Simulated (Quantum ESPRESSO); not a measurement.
Runs of Quantum ESPRESSO 7.5 on PbS (Galena). It takes space group Fm-3m (No. 225, cubic). The conventional cell has a = 5.931 Å, b = 5.931 Å, c = 5.931 Å, α = 90.00°, β = 90.00°, γ = 90.00°. Around Pb (site symmetry m-3m) lie 6 S at 2.97 Å. S (site symmetry m-3m) has 6 Pb at 2.97 Å as nearest neighbours. 

```tsv
task	level	potentials or basis	form of the LDA correlation	gap on the mesh (eV)	pressure (GPa)	V0 of scaled cells (Å³/atom)	B0 (GPa)
band structure	PBEsol	PseudoDojo 0.4.1 SR PBEsol standard	-	(a)	-0.8	-	-
equation of state	LDA	PseudoDojo 0.4.1 SR LDA standard	PW92	-	-	24.95	64
equation of state	PBEsol	PseudoDojo 0.4.1 SR PBEsol standard	-	-	-	25.72	59
band structure	LDA	PseudoDojo 0.4.1 SR LDA standard	PW92	(c)	(b)	-	-
```

Alike in all rows: no spin polarisation; cell as given; k mesh 8 × 8 × 8; cutoff (eV) 762; smearing fermi-dirac 0.05 eV.

Question: Estimate the missing entries.

Answer: (a) 0.26; (b) -2.6; (c) 0.24.

Caveats: spin-orbit coupling is left out, which as a rule narrows the gap of such compounds by several tenths of an eV (some runs).

A k mesh can miss the band edges, and the runs leave out spin-orbit coupling on Pb.

Runs at the PBE level aren't shown here.
